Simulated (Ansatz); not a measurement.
# TaS2 (P-3m1) in Ansatz: further runs

One crystal, TaS2, is run at these levels: PBEsol+D4; tasks: single point, equation of state.

Everything below comes from runs of Ansatz 0.2.0. Logs are shortened: lines on timing, memory, paths and dates and some standing lists are left out, and cuts for length are marked.

### 1 Starting point

The structure is trigonal, space group P-3m1 (No. 164). Conventional cell: a = 3.350 Å, b = 3.350 Å, c = 5.860 Å, α = 90.00°, β = 90.00°, γ = 120.00°. Ta (site symmetry -3m) is surrounded by 6 S at 2.43 Å. S (site symmetry 3m) has 3 Ta at 2.43 Å as nearest neighbours.

### 2 Single point, PBEsol+D4, 17.85 Å³/atom (volume scaled by 0.94)

The input, input.yaml:

```yaml
crystal:
  lattice:
    - [3.2816134642, 0.0, 0.0]
    - [-1.6408067321, 2.8419606254, 0.0]
    - [0.0, 0.0, 5.7403745971]
  atoms:
    - { symbol: Ta, position: [0.0, 0.0, 0.0] }
    - { symbol: S, position: [0.6666666667, 0.3333333333, 0.75] }
    - { symbol: S, position: [0.3333333333, 0.6666666667, 0.25] }
hamiltonian:
  xc: pbesol
  pseudopotentials: { kind: paw }
  dispersion: d4
kpoints:
  mp_grid: { grid: [9, 9, 5] }
scf:
  occupations: { method: fermi_dirac, width: 0.05 }
output:
  forces: true
  stress: true
  eigenvalues: true
```

Potentials or basis: Ansatz PAW.

Run with:

```sh
ansatz run input.yaml --threads 2 --pin off --max-ram 5120MiB --backend cpu --events-out ev --progress --plain --runs-dir out
```

What it wrote:

```text
Warning: RAYON_NUM_THREADS=2 ignored (pool sized by the plan → 2); use --threads N
Engine: ansatz 0.2.0, aarch64-unknown-linux-gnu
Pseudopotentials: kind: paw
Pseudopotential: Ta, paw, valence charge 13, recommended cutoff 420 eV (normal), Ta.paw.azcp
Pseudopotential: S, paw, valence charge 6, recommended cutoff 420 eV (normal), S.paw.azcp
Functional definition: PBEsol
  exchange = pbesol_x
  correlation = pbesol_c
Crystal: 3 atoms, lattice volume = 53.536 Å³
Basis set: ecut = 420 eV, 1051 PW (Γ), exchange–correlation on 48×48×80 points (8 copies of the dense FFT grid, shifted against one another)
Bands: 17, of which v1, the nominal top of the filled ones, is band 13 counted from 1 (12 counted from 0)
Symmetry: 12 space group operations
Space group: P-3m1 (ITA 164), of the structure as read, at distance tolerance 3.8e-5 Å
k-points: 50 of 405
Non-local potential: Ta, projectors of the file, l = 0: 3, l = 1: 2, l = 2: 2, l = 3: 1
Non-local potential: S, projectors of the file, l = 0: 2, l = 1: 2, l = 2: 2
PAW form: soft (Blöchl's): semilocal exchange-correlation on the pseudo side does not see the compensation charge
PAW frozen core: Ta, regenerated for the run's functional, and the local potential with it (the file was generated under x = pbe(κ = 0.804, μ = 0.2195149727645171), c = pbe(β = 0.06672455060314922))
PAW frozen core: S, regenerated for the run's functional, and the local potential with it (the file was generated under x = pbe(κ = 0.804, μ = 0.2195149727645171), c = pbe(β = 0.06672455060314922))
PAW one-centre angular grid: Ta, 590 points (default); XC on 64 Gauss nodes
PAW one-centre angular grid: S, 110 points (default); XC on 64 Gauss nodes
Initial density: superposition of atomic densities (neutral atoms: chi_scale 0, normalization atom), corrected by the library's trained network
Initial wavefunctions: pseudopotential atomic-orbital guess
Functional: x = pbesol(κ = 0.804, μ = 0.12345679012345678), c = pbesol(β = 0.046)
SCF iter   1: F=—  HF=-11579.924749 eV  |F-HF|=—  |Δ(HF+E_count)|=         —  Δρ=6.99e-3  dr2=3.88e-2  ethr=1.77e-3  ⟨swp⟩=5.9  Hψ=4875  notcnv=0
preconditioner: auto → Kerker (q_TF=auto, 2.403 Å⁻¹)  [metal: Δε(μ)=0.031 eV  Ē_g=9.282 eV  σ=0.050 eV  W_gap=0.15  n_scr=10 (ndim 8)  ℏωp=20.9 eV  f_vac=0.009  D(μ)=1.75/eV (n_scr^D=10)]
SCF iter   2: F=—  HF=-11579.915447 eV  |F-HF|=—  |Δ(HF+E_count)|=   9.30e-3  Δρ=2.70e-3  dr2=4.63e-3  ethr=1.55e-4  ⟨swp⟩=1.8  Hψ=1378  notcnv=0
SCF iter   3: F=—  HF=-11579.914764 eV  |F-HF|=—  |Δ(HF+E_count)|=   6.84e-4  Δρ=8.95e-4  dr2=7.07e-4  ethr=1.85e-5  ⟨swp⟩=2.2  Hψ=1288  notcnv=0
SCF iter   4: F=—  HF=-11579.914724 eV  |F-HF|=—  |Δ(HF+E_count)|=   3.96e-5  Δρ=2.06e-4  dr2=5.64e-5  ethr=2.83e-6  ⟨swp⟩=2.0  Hψ=1214  notcnv=0
SCF iter   5: F=—  HF=-11579.914762 eV  |F-HF|=—  |Δ(HF+E_count)|=   3.81e-5  Δρ=6.29e-5  dr2=5.89e-6  ethr=2.26e-7  ⟨swp⟩=2.5  Hψ=1241  notcnv=0
SCF iter   6: F=—  HF=-11579.914764 eV  |F-HF|=—  |Δ(HF+E_count)|=   1.72e-6  Δρ=1.79e-5  dr2=3.29e-7  ethr=2.36e-8  ⟨swp⟩=2.0  Hψ=1205  notcnv=0
SCF iter   7: F=-11579.914764 eV  HF=-11579.914764 eV  |F-HF|=5.09e-10  |Δ(HF+E_count)|=   4.44e-8  Δρ=4.05e-6  dr2=8.87e-9  ethr=4.00e-10  ⟨swp⟩=6.0  Hψ=3798  notcnv=0
SCF 1 converged in 7 iterations: F = -11579.914764 eV  dr2 = 8.87e-9
SCF converged after 7 iterations
Free energy (F): -11579.914764 eV
Harris-Foulkes:  -11579.914764 eV  (|F-HF|=5.09e-10)
Internal energy: -11579.900758 eV  (E = F + TS)
E sigma→0 (E₀):  -11579.907761 eV
Entropy (-TS):   -0.014006 eV (-4.669 meV/atom)
Fermi energy:    11.515742 eV
--- Per-component energies (eV) ---
  E_band       = -165.838355
  E_kinetic    = 588.363205
  E_local      = -1382.479634  (includes V_loc(G=0)·N_el)
  E_nonlocal   = 75.601845
  E_hartree    = 531.054214
  E_xc         = -412.704166
  E_vxc        = -383.040493  (∫ρ·V_xc dr)
  E_paw        = -9441.870928  (= ΣΔE_a)
  E_vpaw       = -126.390687  (= ΣTr[D̂ρ^β])
  E_aug_tail   = 0.000148  (compensation charges beyond the density's cutoff)
  E_ewald      = -1537.598270
  E_disp       = -0.604719  (pairwise vdW)
  E_core_change = 0.337545  (= ΣΔE_core)
  E_smearing   = -0.014006  (= −TS)
  E_closure    = -0.000000  (closes the sum)
  Σ components = -11579.914764   (vs F -11579.914764, Δ=0.00e0)
--- Forces (eV/Å), atoms counted from 1 ---
  atom   1  Ta     0.00000000    -0.00000000     0.00000000
  atom   2  S      0.00000000     0.00000000    -2.15858553
  atom   3  S      0.00000000    -0.00000000     2.15858553
  max |Σ_I F_I| component: 1.31e-31 eV/Å
--- Stress (GPa, compression-positive) ---
       11.359970       0.000000       0.000000
        0.000000      11.359970      -0.000000
        0.000000      -0.000000      17.035041
  P = ⅓ Tr σ = 13.2517 GPa (132.517 kbar)
--- Band table (eV; the first three rows and the last of 50) ---
  k-point 0: bands = ["-56.9206", "-23.5209", "-23.4334", "-23.4334", "-4.0024", "-1.6240", "4.1412", "7.0376", "7.0376", "10.2321", "10.8526", "10.8526", "11.5073", "11.5073", "11.7395", "15.9001", "15.9001"]
  k-point 1: bands = ["-56.9206", "-23.5211", "-23.4335", "-23.4335", "-3.9146", "-1.8199", "4.5275", "7.0477", "7.0477", "9.2832", "10.7974", "10.7974", "11.4954", "11.4954", "12.3732", "16.0642", "16.0642"]
  k-point 2: bands = ["-56.9206", "-23.5212", "-23.4334", "-23.4334", "-3.7388", "-2.1545", "5.3466", "7.0643", "7.0643", "8.0140", "10.7119", "10.7119", "11.4753", "11.4753", "12.8978", "16.3500", "16.3500"]
  k-point 49: bands = ["-56.8997", "-23.7081", "-23.7081", "-23.4297", "-1.5612", "-1.5612", "5.6273", "5.6273", "5.7865", "7.6699", "7.8624", "7.8624", "12.8222", "13.1014", "13.1014", "16.8287", "16.8287"]
```

Wall time 1.5 s (2 threads of Arm Neoverse V1, shared host); peak memory 0.33 GiB.

Results:

```yaml
Free_energy: -11579.9148 eV
Pressure: 13.3 GPa
Largest_force: 2.159 eV/Å
Band_gap_on_the_k_mesh: none (metal or under the smearing width)
```

Caveat: the PAW data sets come from PBE, with cores solved anew for the run's functional, which leaves a small shift of forces and pressure; forces of over 1 eV/Å show positions far from the minimum, so gaps and moduli don't describe the material at rest.

### 3 Single point, PBEsol+D4, 18.23 Å³/atom (volume scaled by 0.96)

Edit input.yaml of step 2 so:

```diff
@@ -2,5 +2,5 @@
   lattice:
-    - [3.2816134642, 0.0, 0.0]
-    - [-1.6408067321, 2.8419606254, 0.0]
-    - [0.0, 0.0, 5.7403745971]
+    - [3.3047241796, 0.0, 0.0]
+    - [-1.6523620898, 2.8619750921, 0.0]
+    - [0.0, 0.0, 5.7808011022]
   atoms:
@@ -21 +21,5 @@
   eigenvalues: true
+  write_density: true
+  write_potential: true
+  elf: true
+  volumetric_format: npy
```

Potentials or basis: Ansatz PAW.

Run with:

```sh
ansatz run input.yaml --threads 2 --pin off --max-ram 5120MiB --backend cpu --events-out ev --progress --plain --runs-dir out
```

Wall time 1.9 s (2 threads of Arm Neoverse V1, shared host); peak memory 0.34 GiB.

Results (log left out):

* Free energy: -11579.9952 eV
* Pressure: 9.4 GPa
* Largest force: 1.744 eV/Å
* Band gap on the k mesh: none (metal or under the smearing width)

Caveat: the PAW data sets come from PBE, with cores solved anew for the run's functional, which leaves a small shift of forces and pressure; forces of over 1 eV/Å show positions far from the minimum, so gaps and moduli don't describe the material at rest.

### 4 Single point, PBEsol+D4, 18.60 Å³/atom (volume scaled by 0.98)

Edit input.yaml of step 3 so:

```diff
@@ -2,5 +2,5 @@
   lattice:
-    - [3.3047241796, 0.0, 0.0]
-    - [-1.6523620898, 2.8619750921, 0.0]
-    - [0.0, 0.0, 5.7808011022]
+    - [3.3275161011, 0.0, 0.0]
+    - [-1.6637580505, 2.8817134751, 0.0]
+    - [0.0, 0.0, 5.8206699559]
   atoms:
@@ -21,5 +21 @@
   eigenvalues: true
-  write_density: true
-  write_potential: true
-  elf: true
-  volumetric_format: npy
```

Run with:

```sh
ansatz run input.yaml --threads 2 --pin off --max-ram 5120MiB --backend cpu --events-out ev --progress --plain --runs-dir out
```

It took 1.5 s on 2 threads of Arm Neoverse V1, shared host; peak memory 0.34 GiB.

The run converged. Its results:

| Property | Result |
| --- | --- |
| Free energy | -11580.0500 eV |
| Pressure | 6.0 GPa |
| Largest force | 1.359 eV/Å |
| Band gap on the k mesh | none (metal or under the smearing width) |

Caveat: the PAW data sets come from PBE, with cores solved anew for the run's functional, which leaves a small shift of forces and pressure; forces of over 1 eV/Å show positions far from the minimum, so gaps and moduli don't describe the material at rest.

### 5 Single point, PBEsol+D4, 18.98 Å³/atom

Edit input.yaml of step 4 so:

```diff
@@ -2,5 +2,5 @@
   lattice:
-    - [3.3275161011, 0.0, 0.0]
-    - [-1.6637580505, 2.8817134751, 0.0]
-    - [0.0, 0.0, 5.8206699559]
+    - [3.35, 0.0, 0.0]
+    - [-1.675, 2.9011851027, 0.0]
+    - [0.0, 0.0, 5.86]
   atoms:
```

Run with:

```sh
ansatz run input.yaml --threads 2 --pin off --max-ram 5120MiB --backend cpu --events-out ev --progress --plain --runs-dir out
```

Wall time 1.5 s (2 threads of Arm Neoverse V1, shared host); peak memory 0.34 GiB.

Results (log left out):

| Property | Result |
| --- | --- |
| Free energy | -11580.0815 eV |
| Pressure | 2.9 GPa |
| Largest force | 1.000 eV/Å |
| Band gap on the k mesh | none (metal or under the smearing width) |

Caveat: the PAW data sets come from PBE, with cores solved anew for the run's functional, which leaves a small shift of forces and pressure.

### 6 Single point, PBEsol+D4, 19.36 Å³/atom (volume scaled by 1.02)

Edit input.yaml of step 5 so:

```diff
@@ -2,5 +2,5 @@
   lattice:
-    - [3.35, 0.0, 0.0]
-    - [-1.675, 2.9011851027, 0.0]
-    - [0.0, 0.0, 5.86]
+    - [3.372186077, 0.0, 0.0]
+    - [-1.6860930385, 2.920398809, 0.0]
+    - [0.0, 0.0, 5.898809078]
   atoms:
@@ -21 +21,5 @@
   eigenvalues: true
+  write_density: true
+  write_potential: true
+  elf: true
+  volumetric_format: npy
```

Potentials or basis: Ansatz PAW.

Run with:

```sh
ansatz run input.yaml --threads 2 --pin off --max-ram 5120MiB --backend cpu --events-out ev --progress --plain --runs-dir out
```

Wall time 2.2 s (2 threads of Arm Neoverse V1, shared host); peak memory 0.34 GiB.

It converged, with:

- Free energy: -11580.0920 eV
- Pressure: 0.1 GPa
- Largest force: 0.665 eV/Å
- Band gap on the k mesh: none (metal or under the smearing width)

Caveat: the PAW data sets come from PBE, with cores solved anew for the run's functional, which leaves a small shift of forces and pressure.

### 7 Single point, PBEsol+D4, 19.74 Å³/atom (volume scaled by 1.04)

Edit input.yaml of step 6 so:

```diff
@@ -2,5 +2,5 @@
   lattice:
-    - [3.372186077, 0.0, 0.0]
-    - [-1.6860930385, 2.920398809, 0.0]
-    - [0.0, 0.0, 5.898809078]
+    - [3.3940840028, 0.0, 0.0]
+    - [-1.6970420014, 2.939362969, 0.0]
+    - [0.0, 0.0, 5.9371141064]
   atoms:
```

Run with:

```sh
ansatz run input.yaml --threads 2 --pin off --max-ram 5120MiB --backend cpu --events-out ev --progress --plain --runs-dir out
```

Run time: 2.2 s. Hardware: 2 threads of Arm Neoverse V1, shared host; peak memory 0.34 GiB.

Results (log left out):

```
Free energy            : -11580.0835 eV
Pressure               : -2.4 GPa
Largest force          : 0.353 eV/Å
Band gap on the k mesh : none (metal or under the smearing width)
```

Caveat: the PAW data sets come from PBE, with cores solved anew for the run's functional, which leaves a small shift of forces and pressure.

### 8 Single point, PBEsol+D4, 20.12 Å³/atom (volume scaled by 1.06)

Edit input.yaml of step 7 so:

```diff
@@ -2,5 +2,5 @@
   lattice:
-    - [3.3940840028, 0.0, 0.0]
-    - [-1.6970420014, 2.939362969, 0.0]
-    - [0.0, 0.0, 5.9371141064]
+    - [3.4157029551, 0.0, 0.0]
+    - [-1.7078514776, 2.9580855309, 0.0]
+    - [0.0, 0.0, 5.9749311394]
   atoms:
```

Run with:

```sh
ansatz run input.yaml --threads 2 --pin off --max-ram 5120MiB --backend cpu --events-out ev --progress --plain --runs-dir out
```

Wall time 2.2 s (2 threads of Arm Neoverse V1, shared host); peak memory 0.35 GiB.

It converged, with:

```
Free energy            : -11580.0579 eV
Pressure               : -4.7 GPa
Largest force          : 0.062 eV/Å
Band gap on the k mesh : none (metal or under the smearing width)
```

Caveat: the PAW data sets come from PBE, with cores solved anew for the run's functional, which leaves a small shift of forces and pressure.

### 9 Equation of state, PBEsol+D4

Potentials or basis: Ansatz PAW.

This step only gathers the single runs of the series.

Results:

```
Equilibrium volume                        : 19.38 Å³/atom
Bulk modulus at fixed shape and positions : 136 GPa
Pressure derivative of the bulk modulus   : 4.2
```

Energy against volume, from the lowest point:
```csv
volume (Å³/atom),energy (meV/atom)
17.845,59.06
18.225,32.24
18.605,14.00
18.984,3.50
19.364,0.00
19.744,2.82
20.123,11.36
```

Caveat: the cell was scaled at fixed shape and fractional positions, which overstates the stiffness of a crystal with free parameters, most of all of layers and chains. Spin-orbit coupling is left out, which matters for the levels of Ta.
